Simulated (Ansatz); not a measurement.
# CoO (Fm-3m) in Ansatz: a series of runs, part 2 of 2

Ansatz 0.2.0. Earlier steps stand in the parts before.

## (3) Band structure, revPBE, collinear spin, ferromagnetic start

Input file input.yaml:

```yaml
crystal:
  lattice:
    - [0.0, 2.1315, 2.1315]
    - [2.1315, 0.0, 2.1315]
    - [2.1315, 2.1315, 0.0]
  atoms:
    - { symbol: Co, position: [0.0, 0.0, 0.0], spin: 2.0 }
    - { symbol: O, position: [0.5, 0.5, 0.5] }
hamiltonian:
  xc: revpbe
  pseudopotentials: { kind: paw }
magnetization:
  spin_polarized: true
kpoints:
  mp_grid: { grid: [11, 11, 11] }
  band_path:
    path:
      - [[0.0, 0.0, 0.0], [0.5, 0.0, 0.5], [0.5, 0.25, 0.75], [0.375, 0.375, 0.75], [0.0, 0.0, 0.0], [0.5, 0.5, 0.5], [0.625, 0.25, 0.625], [0.5, 0.25, 0.75], [0.5, 0.5, 0.5], [0.375, 0.375, 0.75]]
      - [[0.625, 0.25, 0.625], [0.5, 0.0, 0.5]]
    npoints: 14
scf:
  occupations: { method: fermi_dirac, width: 0.05 }
  n_extra_bands: 6
output:
  forces: true
  stress: true
  eigenvalues: true
  fatbands: false
```

Potentials or basis: Ansatz PAW.

Launch:

```console
> ansatz run input.yaml --threads 2 --pin off --max-ram 5632MiB --backend cpu --events-out ev --progress --plain --runs-dir out
```

Standard output:

```text
Warning: RAYON_NUM_THREADS=2 ignored (pool sized by the plan → 2); use --threads N
scf.n_extra_bands = 6 over 12 filled bands (N_el = 23.0): the run solves 18 bands
Engine: ansatz 0.2.0, aarch64-unknown-linux-gnu
Pseudopotentials: kind: paw
Pseudopotential: Co, paw, valence charge 17, recommended cutoff 420 eV (normal), Co.paw.azcp
Pseudopotential: O, paw, valence charge 6, recommended cutoff 420 eV (normal), O.paw.azcp
Functional definition: revPBE
  parameter kappa = 1.245
  parameter beta = 0.06672455060314922
  exchange = pbe_x(kappa = kappa, mu = beta*pi^2/3)
  correlation = pbe_c(beta = beta)
Crystal: 2 atoms, lattice volume = 19.368 Å³
Basis set: ecut = 420 eV, 339 PW (Γ), exchange–correlation on 48×48×48 points (8 copies of the dense FFT grid, shifted against one another)
Bands: 18, of which v1, the nominal top of the filled ones, is band 12 counted from 1 (11 counted from 0)
Symmetry: 48 space group operations
Space group: Fm-3m (ITA 225), of the structure as read, at distance tolerance 2.7e-5 Å
Magnetic group: BNS 225.116 (UNI 1618), of the structure as read, at distance tolerance 2.7e-5 Å
k-points: 56 of 1331
Non-local potential: Co, projectors of the file, l = 0: 3, l = 1: 2, l = 2: 3, l = 3: 1
Non-local potential: O, projectors of the file, l = 0: 2, l = 1: 2, l = 2: 1
PAW form: soft (Blöchl's): semilocal exchange-correlation on the pseudo side does not see the compensation charge
PAW frozen core: Co, regenerated for the run's functional, and the local potential with it (the file was generated under x = pbe(κ = 0.804, μ = 0.2195149727645171), c = pbe(β = 0.06672455060314922))
PAW frozen core: O, regenerated for the run's functional, and the local potential with it (the file was generated under x = pbe(κ = 0.804, μ = 0.2195149727645171), c = pbe(β = 0.06672455060314922))
PAW one-centre angular grid: Co, 590 points (default); XC on 64 Gauss nodes
PAW one-centre angular grid: O, 110 points (default); XC on 64 Gauss nodes
Initial density: superposition of atomic densities (chi_scale 0.1, normalization cell, long waves kept (reshape's long-wave potential 0.00 eV rms))
Starting moments: Σ|m| = 2 μB on 1 of 2 sites
Initial wavefunctions: pseudopotential atomic-orbital guess
Functional: x = revpbe(κ = 1.245, μ = 0.2195149727645171), c = pbe(β = 0.06672455060314922)
SCF iter   1: F=—  HF=-5695.949733 eV  |F-HF|=—  |Δ(HF+E_count)|=         —  Δρ=1.18e-1 (↑1.18e-1 ↓9.97e-2)  dr2=6.25e0  dr2_m=1.56e-1  M=2.113 μB ∫|m|=2.113 μB  β_m=0.30  ethr=3.10e-3  ⟨swp⟩=5.7  Hψ=8783  notcnv=0
Mixer restart at iter 1: flushing history
preconditioner: auto → none  [metal: Δε(μ)=0.008 eV  Ē_g=14.853 eV  σ=0.050 eV  W_gap=0.04  n_scr=8 (ndim 8)  ℏωp=32.7 eV  f_vac=0.000  D(μ)=5.16/eV (n_scr^D=112)  sad-step TF]
SCF iter   2: F=—  HF=-5696.640463 eV  |F-HF|=—  |Δ(HF+E_count)|=   6.91e-1  Δρ=9.51e-2 (↑9.51e-2 ↓7.17e-2)  dr2=5.10e-1  dr2_m=1.09e0  M=2.744 μB ∫|m|=2.745 μB  β_m=0.37  ethr=3.10e-3  ⟨swp⟩=3.0  Hψ=4943  notcnv=0  defer=110
[... 10 lines left out ...]
SCF iter  12: F=-5696.886869 eV  HF=-5696.886869 eV  |F-HF|=9.37e-11  |Δ(HF+E_count)|=  6.25e-10  Δρ=2.51e-6 (↑2.51e-6 ↓1.53e-6)  dr2=1.06e-10  dr2_m=6.66e-10  M=2.948 μB ∫|m|=2.967 μB  ethr=1.34e-10  ⟨swp⟩=6.8  Hψ=8242  notcnv=0
SCF 1 converged in 12 iterations: F = -5696.886869 eV  dr2 = 1.06e-10
NSCF: frozen V_eff on 142 k-points
SCF converged after 12 iterations
Magnetization: 2.9481 μB (12.9741 up, 10.0259 down)
Absolute magnetization: 2.9667 μB (∫|ρ↑−ρ↓|, with the PAW one-centre terms)
Spin contamination: 0.0077 ħ² per cell (⟨S²⟩ above its minimum at these occupations)
Per-site moments (μB) at R_I (Å): [(2.5129195449931414, 0.87924375), (0.32232872382799393, 0.87924375)]
Free energy (F): -5696.886869 eV
Harris-Foulkes:  -5696.886869 eV  (|F-HF|=9.37e-11)
Internal energy: -5696.853266 eV  (E = F + TS)
E sigma→0 (E₀):  -5696.870068 eV
Entropy (-TS):   -0.033603 eV (-16.802 meV/atom)
Fermi energy:    13.959086 eV
--- Per-component energies (eV) ---
  E_band       = -304.481630
  E_kinetic    = 617.523488
  E_local      = -3437.073048  (includes V_loc(G=0)·N_el)
  E_nonlocal   = 513.536165
  E_hartree    = 1412.013647
  E_xc         = -229.019968
  E_vxc        = -293.853675  (∫ρ·V_xc dr)
  E_paw        = -1681.722564  (= ΣΔE_a)
  E_vpaw       = -528.643869  (= ΣTr[D̂ρ^β])
  E_aug_tail   = 0.002507  (compensation charges beyond the density's cutoff)
  E_ewald      = -2892.065066
  E_core_change = -0.048428  (= ΣΔE_core)
  E_smearing   = -0.033603  (= −TS)
  E_closure    = -0.000000  (closes the sum)
  Σ components = -5696.886869   (vs F -5696.886869, Δ=0.00e0)
--- Forces (eV/Å), atoms counted from 1 ---
  atom   1  Co    -0.00000000    -0.00000000     0.00000000
  atom   2  O      0.00000000    -0.00000000     0.00000000
  max |Σ_I F_I| component: 9.33e-30 eV/Å
--- Stress (GPa, compression-positive) ---
        2.590952       0.000000      -0.000000
        0.000000       2.590952       0.000000
        0.000000      -0.000000       2.590952
  P = ⅓ Tr σ = 2.5910 GPa (25.910 kbar)
--- Band table (eV; the first three rows and the last of 112) ---
  k-point 0 ↑: bands = ["-83.0606", "-46.2763", "-46.2763", "-46.2763", "-6.3307", "10.6325", "10.6325", "10.8003", "10.8003", "10.8003", "10.8401", "10.8401", "10.8401", "14.8857", "30.7336", "31.9759", "31.9759", "31.9759"]
  k-point 1 ↑: bands = ["-83.0605", "-46.2793", "-46.2767", "-46.2767", "-6.2461", "9.8969", "9.8969", "9.9233", "10.8707", "10.8707", "11.1839", "11.5918", "11.5918", "15.4691", "29.0865", "31.6707", "31.6707", "32.7104"]
  k-point 2 ↑: bands = ["-83.0598", "-46.2871", "-46.2778", "-46.2778", "-6.0102", "8.6611", "9.1656", "9.1656", "11.0206", "11.0206", "11.3914", "12.4127", "12.4127", "16.6703", "26.9039", "30.5582", "30.5582", "33.0977"]
  k-point 55 ↓: bands = ["-79.9643", "-43.2674", "-43.2654", "-43.2538", "-4.4135", "8.2219", "8.2852", "9.1126", "13.4488", "13.6988", "14.0983", "14.9818", "15.7012", "22.9398", "24.2312", "24.3418", "27.5903", "34.6307"]
```

bands.tsv:

```text
# k_distance	band_0_up	band_1_up	band_2_up	band_3_up	band_4_up	band_5_up	band_6_up	band_7_up	band_8_up	band_9_up	band_10_up	band_11_up	band_12_up	band_13_up	band_14_up	band_15_up	band_16_up	band_17_up	band_0_dn	band_1_dn	band_2_dn	band_3_dn	band_4_dn	band_5_dn	band_6_dn	band_7_dn	band_8_dn	band_9_dn	band_10_dn	band_11_dn	band_12_dn	band_13_dn	band_14_dn	band_15_dn	band_16_dn	band_17_dn
[... 161 lines left out ...]
9.461179	-97.015397	-60.269039	-60.249386	-60.249386	-19.055206	-6.821719	-4.368068	-4.368068	-3.962411	-2.982356	-2.490322	-2.124904	-2.124904	5.813700	9.780869	11.613908	15.654701	15.654701	-93.923386	-57.236922	-57.213635	-57.213635	-18.466014	-6.417820	-3.847131	-3.847131	-2.220993	0.134374	0.134374	0.629994	1.071895	6.701070	10.242052	12.240685	16.302154	16.302154
```

It took 3.4 s on 2 threads of Arm Neoverse V2, shared host; peak memory 0.3 GiB.

What came out:

```
Free energy            : -5696.8869 eV
Pressure               : 2.6 GPa
Band gap on the k mesh : none (metal or under the smearing width)
Net moment             : 2.95 μB per cell
Absolute moment        : 2.97 μB per cell
Site moments           : Co +2.51; O +0.32 μB
```

Levels at the corners of the path, in eV from the Fermi level:
Spin up:
```csv
point,band 9,band 10,band 11,band 12,band 13,band 14,band 15,band 16,band 17,band 18
Γ,-3.16,-3.16,-3.12,-3.12,-3.12,0.93,16.77,18.02,18.02,18.02
X,-3.96,-2.98,-2.49,-2.12,-2.12,5.81,9.78,11.61,15.65,15.65
W,-2.61,-2.33,-2.33,-2.12,-1.41,8.04,9.96,9.96,12.62,20.96
K,-2.99,-2.25,-2.11,-1.99,-1.35,7.38,9.64,9.77,14.97,17.56
Γ,-3.16,-3.16,-3.12,-3.12,-3.12,0.93,16.77,18.02,18.02,18.02
L,-2.41,-2.41,-1.85,0.05,0.05,5.02,9.29,13.36,13.36,20.34
U,-2.99,-2.25,-2.11,-1.99,-1.35,7.38,9.64,9.77,14.97,17.56
W,-2.61,-2.33,-2.33,-2.12,-1.41,8.04,9.96,9.96,12.62,20.96
L,-2.41,-2.41,-1.85,0.05,0.05,5.02,9.29,13.36,13.36,20.34
K,-2.99,-2.25,-2.11,-1.99,-1.35,7.38,9.64,9.77,14.97,17.56
U,-2.99,-2.25,-2.11,-1.99,-1.35,7.38,9.64,9.77,14.97,17.56
X,-3.96,-2.98,-2.49,-2.12,-2.12,5.81,9.78,11.61,15.65,15.65
```
Spin down:
| point | band 7 | band 8 | band 9 | band 10 | band 11 | band 12 | band 13 | band 14 |
| --- | --- | --- | --- | --- | --- | --- | --- | --- |
| Γ | -2.59 | -2.59 | -1.09 | -1.09 | -1.09 | 0.16 | 0.16 | 1.47 |
| X | -3.85 | -3.85 | -2.22 | 0.13 | 0.13 | 0.63 | 1.07 | 6.70 |
| W | -5.62 | -5.01 | -0.38 | -0.38 | 0.14 | 0.97 | 1.70 | 8.99 |
| K | -5.65 | -4.30 | -1.01 | -0.02 | 0.15 | 1.21 | 1.68 | 8.22 |
| Γ | -2.59 | -2.59 | -1.09 | -1.09 | -1.09 | 0.16 | 0.16 | 1.47 |
| L | -4.62 | -4.62 | -0.12 | -0.12 | 0.18 | 2.77 | 2.77 | 5.29 |
| U | -5.65 | -4.30 | -1.01 | -0.02 | 0.15 | 1.21 | 1.68 | 8.22 |
| W | -5.62 | -5.01 | -0.38 | -0.38 | 0.14 | 0.97 | 1.70 | 8.99 |
| L | -4.62 | -4.62 | -0.12 | -0.12 | 0.18 | 2.77 | 2.77 | 5.29 |
| K | -5.65 | -4.30 | -1.01 | -0.02 | 0.15 | 1.21 | 1.68 | 8.22 |
| U | -5.65 | -4.30 | -1.01 | -0.02 | 0.15 | 1.21 | 1.68 | 8.22 |
| X | -3.85 | -3.85 | -2.22 | 0.13 | 0.13 | 0.63 | 1.07 | 6.70 |

Caveat: the pressure holds a Pulay correction of +0.7 GPa for the finite cutoff; a cell with one magnetic atom can't hold antiferromagnetic order, which such compounds often take; semilocal functionals often make such compounds metallic where correlation or magnetic order opens a gap, which also shifts bond lengths; the PAW data sets come from PBE, with cores solved anew for the run's functional, which leaves a small shift of forces and pressure.

## (4) Band structure, BLYP, collinear spin, ferromagnetic start

Edit input.yaml of step 3 so:

```diff
@@ -9,3 +9,3 @@
 hamiltonian:
-  xc: revpbe
+  xc: blyp
   pseudopotentials: { kind: paw }
```

Launch:

```console
> ansatz run input.yaml --threads 2 --pin off --max-ram 5632MiB --backend cpu --events-out ev --progress --plain --runs-dir out
```

Run time: 3.7 s. Hardware: 2 threads of Arm Neoverse V2, shared host; peak memory 0.31 GiB.

Results (log left out):

* Free energy: -5702.3694 eV
* Pressure: 4.9 GPa
* Band gap on the k mesh: none (metal or under the smearing width)
* Net moment: 2.82 μB per cell
* Absolute moment: 2.83 μB per cell
* Site moments: Co +2.41; O +0.30 μB

Levels at the corners of the path, in eV from the Fermi level:
Spin up:
```tsv
point	band 9	band 10	band 11	band 12	band 13	band 14	band 15	band 16	band 17	band 18
Γ	-3.07	-3.07	-2.93	-2.93	-2.93	1.23	17.48	18.39	18.39	18.39
X	-3.75	-2.73	-2.23	-1.95	-1.95	5.91	10.04	12.15	15.79	15.79
W	-2.35	-2.17	-2.17	-1.95	-1.21	8.07	10.29	10.29	12.84	21.27
K	-2.80	-2.07	-1.89	-1.82	-1.16	7.46	9.99	10.06	15.12	17.90
Γ	-3.07	-3.07	-2.93	-2.93	-2.93	1.23	17.48	18.39	18.39	18.39
L	-2.22	-2.22	-1.70	0.19	0.19	5.44	9.38	13.56	13.56	20.77
U	-2.80	-2.07	-1.89	-1.82	-1.16	7.46	9.99	10.06	15.12	17.90
W	-2.35	-2.17	-2.17	-1.95	-1.21	8.07	10.29	10.29	12.84	21.27
L	-2.22	-2.22	-1.70	0.19	0.19	5.44	9.38	13.56	13.56	20.77
K	-2.80	-2.07	-1.89	-1.82	-1.16	7.46	9.99	10.06	15.12	17.90
U	-2.80	-2.07	-1.89	-1.82	-1.16	7.46	9.99	10.06	15.12	17.90
X	-3.75	-2.73	-2.23	-1.95	-1.95	5.91	10.04	12.15	15.79	15.79
```
Spin down:
```csv
point,band 7,band 8,band 9,band 10,band 11,band 12,band 13,band 14
Γ,-2.61,-2.61,-1.09,-1.09,-1.09,0.11,0.11,1.73
X,-3.82,-3.82,-2.14,0.12,0.12,0.58,1.04,6.64
W,-5.50,-5.00,-0.38,-0.38,0.12,0.93,1.66,8.88
K,-5.57,-4.29,-0.99,-0.03,0.14,1.17,1.64,8.17
Γ,-2.61,-2.61,-1.09,-1.09,-1.09,0.11,0.11,1.73
L,-4.63,-4.63,-0.13,-0.13,0.16,2.72,2.72,5.72
U,-5.57,-4.29,-0.99,-0.03,0.14,1.17,1.64,8.17
W,-5.50,-5.00,-0.38,-0.38,0.12,0.93,1.66,8.88
L,-4.63,-4.63,-0.13,-0.13,0.16,2.72,2.72,5.72
K,-5.57,-4.29,-0.99,-0.03,0.14,1.17,1.64,8.17
U,-5.57,-4.29,-0.99,-0.03,0.14,1.17,1.64,8.17
X,-3.82,-3.82,-2.14,0.12,0.12,0.58,1.04,6.64
```

Caveat: the pressure holds a Pulay correction of +0.9 GPa for the finite cutoff; a cell with one magnetic atom can't hold antiferromagnetic order, which such compounds often take; semilocal functionals often make such compounds metallic where correlation or magnetic order opens a gap, which also shifts bond lengths; the PAW data sets come from PBE, with cores solved anew for the run's functional, which leaves a small shift of forces and pressure. With open d or f shells a metallic result of BLYP can be an artefact of self-interaction; +U or a hybrid may open a gap.
